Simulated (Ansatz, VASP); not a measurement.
# CuI (Marshite) in two plane-wave programs, part 2 of 2

Wanted: the spread between two codes on one cell, functional and k mesh.

VASP 6.6.1 and Ansatz 0.2.0.

So far. Step 2 (VASP: band structure, LDA, spin-orbit coupling): The run ends at a pressure of -4.64 GPa.

The database entry behind the starting cell differs from later determinations by our own check (about 0.15 % long (mineral sample)), so it need not match the best structure at ambient conditions.

## 3. Ansatz: band structure, LDA, spin-orbit coupling

Level of this step: Ansatz beside VASP: Kohn-Sham DFT, plane waves, LDA, spin-orbit coupling (Ansatz).

Ansatz runs on its fully relativistic PAW (standard-fr) files.

The same cell, functional (in two slightly different forms), mesh and smearing now go to Ansatz, which takes its cutoff from its data sets.

input.yaml

```yaml
crystal:
  lattice:
    - [0.0, 3.0315, 3.0315]
    - [3.0315, 0.0, 3.0315]
    - [3.0315, 3.0315, 0.0]
  atoms:
    - { symbol: I, position: [0.0, 0.0, 0.0] }
    - { symbol: Cu, position: [0.75, 0.75, 0.75] }
hamiltonian:
  xc: lda
  pseudopotentials: { kind: paw_fr }
magnetization:
  noncollinear: true
  spin_orbit: true
kpoints:
  mp_grid: { grid: [6, 6, 6] }
  band_path:
    path:
      - [0.0, 0.0, 0.0]
      - [0.18182, 0.0, 0.18182]
      - [0.36364, 0.0, 0.36364]
      - [0.5, 0.0, 0.5]
      - [0.5, 0.09091, 0.59091]
      - [0.5, 0.18182, 0.68182]
      - [0.5, 0.25, 0.75]
      - [0.45455, 0.29545, 0.75]
      - [0.40909, 0.34091, 0.75]
      - [0.375, 0.375, 0.75]
      - [0.20455, 0.20455, 0.40909]
      - [0.06818, 0.06818, 0.13636]
      - [0.04545, 0.04545, 0.04545]
      - [0.22727, 0.22727, 0.22727]
      - [0.40909, 0.40909, 0.40909]
      - [0.51136, 0.47727, 0.51136]
      - [0.55682, 0.38636, 0.55682]
      - [0.60227, 0.29545, 0.60227]
      - [0.61364, 0.25, 0.63636]
      - [0.56818, 0.25, 0.68182]
      - [0.51136, 0.25, 0.73864]
      - [0.5, 0.29545, 0.70455]
      - [0.5, 0.38636, 0.61364]
      - [0.5, 0.47727, 0.52273]
      - [0.47727, 0.47727, 0.54545]
      - [0.43182, 0.43182, 0.63636]
      - [0.38636, 0.38636, 0.72727]
      - [0.60227, 0.20455, 0.60227]
      - [0.55682, 0.11364, 0.55682]
      - [0.5, 0.0, 0.5]
    npoints: 1
scf:
  occupations: { method: gaussian, width: 0.01 }
  n_extra_bands: 14
output:
  forces: true
  stress: true
  eigenvalues: true
  write_density: true
  write_potential: true
  elf: true
  volumetric_format: npy
```

On the command line:

```console
$ ansatz run input.yaml --threads 2 --pin off --max-ram 4608MiB --backend cpu --events-out ev --progress --plain --runs-dir out
```

Numbers of over 12 decimals in the logs are rounded to 6 here.

Output:

```text
scf.n_extra_bands = 14 over 36 filled bands (N_el = 36.0): the run solves 50 bands
Engine: ansatz 0.2.0, aarch64-unknown-linux-gnu
Pseudopotentials: kind: paw_fr
Pseudopotential: I, paw_fr, valence charge 17, recommended cutoff 420 eV (normal), I.paw.azcp#standard-fr
Pseudopotential: Cu, paw_fr, valence charge 19, recommended cutoff 420 eV (normal), Cu.paw.azcp#standard-fr
Functional definition: SPW92
  exchange = slater_x
  correlation = pw_c
non-collinear run that drives no moment, with spin-orbit: no starting moment large enough to seed its density (crystal.atoms[].spin), no starting occupations that ask for one, no magnetisation constraint and no magnetic field, so the semilocal B_xc is pinned to zero
Crystal: 2 atoms, lattice volume = 55.719 Å³
Basis set: ecut = 420 eV, 1067 PW (Γ)
Bands: 50, of which v1, the nominal top of the filled ones, is band 36 counted from 1 (35 counted from 0)
Symmetry: 24 space group operations + 24 with time reversal
Magnetic group: BNS 216.75 (UNI 1577), of the structure as read, at distance tolerance 3.8e-5 Å
k-points: 16 of 216 (time reversal used)
Projection manifold: j_resolved (fully-relativistic pseudo-atomic orbitals)
Non-local potential: I, projectors of the file, l = 0: 2, l = 1: 4, l = 2: 4, l = 3: 4
Non-local potential: Cu, projectors of the file, l = 0: 3, l = 1: 4, l = 2: 6, l = 3: 2
PAW form: soft (Blöchl's): semilocal exchange-correlation on the pseudo side does not see the compensation charge
PAW frozen core: I, regenerated for the run's functional, and the local potential with it (the file was generated under x = pbe(κ = 0.804, μ = 0.219515), c = pbe(β = 0.066725))
PAW frozen core: Cu, regenerated for the run's functional, and the local potential with it (the file was generated under x = pbe(κ = 0.804, μ = 0.219515), c = pbe(β = 0.066725))
PAW one-centre angular grid: I, 590 points (default); XC on 64 Gauss nodes
PAW one-centre angular grid: Cu, 590 points (default); XC on 64 Gauss nodes
Initial density: superposition of atomic densities (chi_scale 0.1, normalization cell, long waves kept (reshape's long-wave potential 0.00 eV rms))
Initial wavefunctions: pseudopotential atomic-orbital guess
Functional: x = slater, c = lda
SCF iter   1: F=—  HF=-13915.906919 eV  |F-HF|=—  |Δ(HF+E_count)|=         —  Δρ=6.91e-2  dr2=3.10e0  dr2_m=0.00e0 (ungated)  ethr=3.10e-3  |M|=0.00e0 ∫|m|=0.00e0 μB  |m|>n=0.0e0 m-floor=0.0e0 τ_xc=0.0e0  β_m=0.30  ⟨swp⟩=9.4  Hψ=4468  notcnv=0  defer=35
preconditioner: auto → none  [insulator: Δε(μ)=1.019 eV  Ē_g=12.161 eV  σ=0.010 eV  W_gap=1.00  n_scr=14 (ndim 8)  ℏωp=21.1 eV  f_vac=0.154  D(μ)=0.00/eV (n_scr^D=0)  ε∞_Penn≈4.0]
SCF iter   2: F=—  HF=-13915.082085 eV  |F-HF|=—  |Δ(HF+E_count)|=   8.25e-1  Δρ=3.89e-2  dr2=4.35e-1  dr2_m=0.00e0 (ungated)  ethr=3.10e-3  |M|=0.00e0 ∫|m|=0.00e0 μB  |m|>n=0.0e0 m-floor=0.0e0 τ_xc=0.0e0  β_m=0.28  ⟨swp⟩=3.9  Hψ=1714  notcnv=0  defer=126
SCF iter   3: F=—  HF=-13914.970190 eV  |F-HF|=—  |Δ(HF+E_count)|=   1.12e-1  Δρ=1.05e-2  dr2=9.03e-2  dr2_m=0.00e0 (ungated)  ethr=1.21e-3  |M|=0.00e0 ∫|m|=0.00e0 μB  |m|>n=0.0e0 m-floor=0.0e0 τ_xc=0.0e0  β_m=0.35  ⟨swp⟩=2.0  Hψ=1238  notcnv=0  defer=126
SCF iter   4: F=—  HF=-13914.962366 eV  |F-HF|=—  |Δ(HF+E_count)|=   7.82e-3  Δρ=8.14e-3  dr2=1.79e-2  dr2_m=0.00e0 (ungated)  ethr=2.51e-4  |M|=0.00e0 ∫|m|=0.00e0 μB  |m|>n=0.0e0 m-floor=0.0e0 τ_xc=0.0e0  β_m=0.65  ⟨swp⟩=3.0  Hψ=1152  notcnv=0  defer=126
SCF iter   5: F=—  HF=-13914.974446 eV  |F-HF|=—  |Δ(HF+E_count)|=   1.21e-2  Δρ=1.46e-3  dr2=8.65e-4  dr2_m=0.00e0 (ungated)  ethr=4.98e-5  |M|=0.00e0 ∫|m|=0.00e0 μB  |m|>n=0.0e0 m-floor=0.0e0 τ_xc=0.0e0  β_m=0.63  ⟨swp⟩=2.0  Hψ=1314  notcnv=0  defer=126
SCF iter   6: F=—  HF=-13914.974476 eV  |F-HF|=—  |Δ(HF+E_count)|=   2.96e-5  Δρ=9.82e-4  dr2=4.99e-4  dr2_m=0.00e0 (ungated)  ethr=2.40e-6  |M|=0.00e0 ∫|m|=0.00e0 μB  |m|>n=0.0e0 m-floor=0.0e0 τ_xc=0.0e0  β_m=0.78  ⟨swp⟩=2.1  Hψ=1350  notcnv=0  defer=126
SCF iter   7: F=—  HF=-13914.974367 eV  |F-HF|=—  |Δ(HF+E_count)|=   1.09e-4  Δρ=5.76e-5  dr2=8.37e-7  dr2_m=0.00e0 (ungated)  ethr=1.39e-6  |M|=0.00e0 ∫|m|=0.00e0 μB  |m|>n=0.0e0 m-floor=0.0e0 τ_xc=0.0e0  β_m=0.79  ⟨swp⟩=2.0  Hψ=938  notcnv=0  defer=126
SCF iter   8: F=—  HF=-13914.974366 eV  |F-HF|=—  |Δ(HF+E_count)|=   2.78e-7  Δρ=4.70e-5  dr2=9.78e-7  dr2_m=0.00e0 (ungated)  ethr=2.78e-10  |M|=0.00e0 ∫|m|=0.00e0 μB  |m|>n=0.0e0 m-floor=0.0e0 τ_xc=0.0e0  β_m=0.69  ⟨swp⟩=18.4  Hψ=7259  notcnv=0
SCF iter   9: F=-13914.974366 eV  HF=-13914.974366 eV  |F-HF|=5.56e-9  |Δ(HF+E_count)|=   2.03e-7  Δρ=3.72e-6  dr2=6.69e-9  dr2_m=0.00e0 (ungated)  ethr=2.78e-10  |M|=0.00e0 ∫|m|=0.00e0 μB  |m|>n=0.0e0 m-floor=0.0e0 τ_xc=0.0e0  ⟨swp⟩=8.1  Hψ=4915  notcnv=0
SCF 1 converged in 9 iterations: F = -13914.974366 eV  dr2 = 6.69e-9
  greatest PAW one-centre occupation: 1.000 electrons in one spin orbital (limit 2), on the Cu atom at site 1 (counted from 0), in its partial waves of l = 0
NSCF: frozen V_eff on 30 k-points
SCF converged after 9 iterations
Magnetization: |M| = 0.0000 μB,  M = (+0.0000, +0.0000, +0.0000) μB
Absolute magnetization: 0.0000 μB (∫|m|)
  site 0: m = (+0.0000, +0.0000, +0.0000) μB, |m| = 0.0000 μB  (R = 1.08 Å)
  site 1: m = (+0.0000, +0.0000, +0.0000) μB, |m| = 0.0000 μB  (R = 1.08 Å)
Free energy (F): -13914.974366 eV
Harris-Foulkes:  -13914.974366 eV  (|F-HF|=5.56e-9)
Internal energy: -13914.974366 eV  (E = F + TS)
E sigma→0 (E₀):  -13914.974366 eV
Fermi energy:    8.332722 eV
--- Per-component energies (eV) ---
  E_band       = -876.204787
  E_kinetic    = 491.094093
  E_local      = -7631.061165  (includes V_loc(G=0)·N_el)
  E_nonlocal   = 322.508821
  E_hartree    = 3538.693652
  E_xc         = -214.165960
  E_vxc        = -241.274655  (∫ρ·V_xc dr)
  E_paw        = -6269.153151  (= ΣΔE_a)
  E_vpaw       = -894.864018  (= ΣTr[D̂ρ^β])
  E_aug_tail   = 0.000298  (compensation charges beyond the density's cutoff)
  E_ewald      = -4154.131452
  E_core_change = 1.240498  (= ΣΔE_core)
  E_smearing   = -0.000000  (= −TS)
  E_closure    = 0.000000  (closes the sum)
  Σ components = -13914.974366   (vs F -13914.974366, Δ=0.00e0)
--- Forces (eV/Å), atoms counted from 1 ---
  atom   1  I     -0.00000000     0.00000000     0.00000000
  atom   2  Cu     0.00000000    -0.00000000    -0.00000000
  max |Σ_I F_I| component: 2.08e-17 eV/Å
--- Stress (GPa, compression-positive) ---
       -4.327607       0.000000      -0.000000
       -0.000000      -4.327607       0.000000
       -0.000000       0.000000      -4.327607
  P = ⅓ Tr σ = -4.3276 GPa (-43.276 kbar)
--- Band table (eV; the first three rows and the last of 16) ---
  k-point 0: bands = [... 32 lower, 7.9480, 7.9480, 7.9480, 7.9480, 8.7173, 8.7173, 12.5912, 12.5912, ... 10 higher]
  k-point 1: bands = [... 32 lower, 7.4595, 7.4595, 7.7006, 7.7510, 9.7049, 9.7049, 12.5878, 12.5878, ... 10 higher]
  k-point 2: bands = [... 32 lower, 7.1366, 7.1366, 7.2994, 7.3609, 9.8971, 9.8971, 13.2214, 13.2214, ... 10 higher]
  k-point 15: bands = [... 32 lower, 6.1445, 6.1636, 6.4181, 6.5019, 11.4196, 11.5576, 11.6286, 11.7422, ... 10 higher]
```

Run time: 26 s. Hardware: 2 threads of Arm Neoverse N1, shared host; peak memory 0.52 GiB.

## 4. Comparison

Known differences besides the potentials themselves: spin-orbit coupling enters by fully relativistic files in Ansatz and inside the spheres in VASP; the two LDA forms differ slightly; the data sets hold 36 valence electrons in Ansatz (fully relativistic PAW (standard-fr) files) and 18 in VASP; the cutoff is 420 eV in Ansatz and 440 eV in VASP; VASP's log shows a relativistic correction to its local exchange, Ansatz's none. Total energies have different zeros and are not compared.

The two programs side by side:

```
                     quantity  Ansatz   VASP  difference
gap over the path points (eV)   0.769  0.793      -0.024
```

Levels at points of the path, from each program's valence-band top (eV; 8 filled, then empty):

```
k (reciprocal lattice)                                                                         Ansatz                                                                           VASP
     0.000 0.000 0.000      -2.08 -2.08 -0.47 -0.47 0.00 0.00 0.00 0.00 0.77 0.77 4.64 4.64 4.73 4.73      -2.09 -2.09 -0.46 -0.46 0.00 0.00 0.00 0.00 0.79 0.79 4.64 4.64 4.73 4.73
     0.182 0.000 0.182  -2.06 -2.06 -1.05 -1.05 -0.83 -0.83 -0.63 -0.63 2.49 2.49 3.55 3.55 5.77 5.77  -2.06 -2.06 -1.05 -1.05 -0.83 -0.83 -0.63 -0.63 2.51 2.51 3.55 3.55 5.77 5.77
     0.364 0.000 0.364  -2.02 -2.02 -1.70 -1.70 -1.56 -1.56 -1.42 -1.42 2.58 2.58 2.95 2.95 7.52 7.52  -2.03 -2.03 -1.71 -1.71 -1.56 -1.56 -1.43 -1.43 2.58 2.58 2.96 2.96 7.53 7.53
     0.500 0.000 0.500  -2.06 -2.06 -1.94 -1.94 -1.76 -1.76 -1.61 -1.61 2.44 2.44 2.66 2.66 8.66 8.66  -2.07 -2.07 -1.95 -1.95 -1.76 -1.76 -1.62 -1.62 2.44 2.44 2.67 2.67 8.67 8.67
     0.500 0.091 0.591  -2.12 -1.99 -1.97 -1.94 -1.80 -1.74 -1.59 -1.53 2.79 2.82 2.95 3.06 7.84 8.03  -2.13 -2.00 -1.98 -1.95 -1.81 -1.75 -1.60 -1.54 2.80 2.82 2.96 3.07 7.85 8.04
     0.500 0.182 0.682  -2.10 -2.03 -2.02 -1.94 -1.81 -1.79 -1.52 -1.44 3.61 3.79 3.87 3.96 6.52 6.55  -2.11 -2.04 -2.03 -1.95 -1.81 -1.80 -1.53 -1.44 3.62 3.80 3.87 3.97 6.53 6.56
     0.500 0.250 0.750  -2.09 -2.05 -2.05 -1.94 -1.81 -1.80 -1.50 -1.41 4.00 4.40 4.46 4.49 5.74 5.79  -2.10 -2.06 -2.05 -1.95 -1.82 -1.81 -1.50 -1.42 4.02 4.41 4.47 4.50 5.74 5.80
     0.455 0.295 0.750  -2.09 -2.05 -2.00 -1.92 -1.84 -1.75 -1.49 -1.41 3.60 3.78 4.32 4.53 6.10 6.21  -2.10 -2.06 -2.01 -1.93 -1.85 -1.76 -1.50 -1.41 3.61 3.79 4.33 4.54 6.11 6.21
     0.409 0.341 0.750  -2.09 -2.00 -1.97 -1.89 -1.84 -1.68 -1.48 -1.40 2.99 3.05 4.28 4.50 6.85 7.06  -2.10 -2.01 -1.98 -1.89 -1.85 -1.68 -1.48 -1.40 2.99 3.06 4.29 4.52 6.86 7.06
     0.375 0.375 0.750  -2.09 -1.99 -1.96 -1.89 -1.82 -1.65 -1.47 -1.40 2.83 2.85 4.26 4.50 7.22 7.23  -2.10 -2.00 -1.96 -1.90 -1.83 -1.66 -1.48 -1.40 2.83 2.85 4.28 4.50 7.22 7.24
```

Among the levels compared at these points, filled levels agree within 9 meV and empty ones within 24 meV. Not compared: the pressure (VASP's GW data sets at this cutoff don't carry it).

## 5. Summary of results

| Quantity | Value |
| --- | --- |
| difference in gap over the path points (band structure, LDA, spin-orbit coupling) | -0.024 eV |

What this shows: The difference in gap over the path points is -0.024 eV (band structure, LDA, spin-orbit coupling), within the 0.08 eV picked in this series as the mark of a large difference. Such differences can come from data sets, numerical settings and the points named under the comparisons, not from the functional's error against experiment.

[Lines on the potential files, build, host, timing and source positions are cut from VASP's logs without a mark.]

[Logs are printed without paths, hosts, clocks, repeated set-up lines and the standing remarks that a program may print on its own settings, such as how far it seeks lower states.]

[Hosts, paths, dates, database ids (printed as entryN), source tags and the programs' standing remarks are cut or masked in the printed files.]
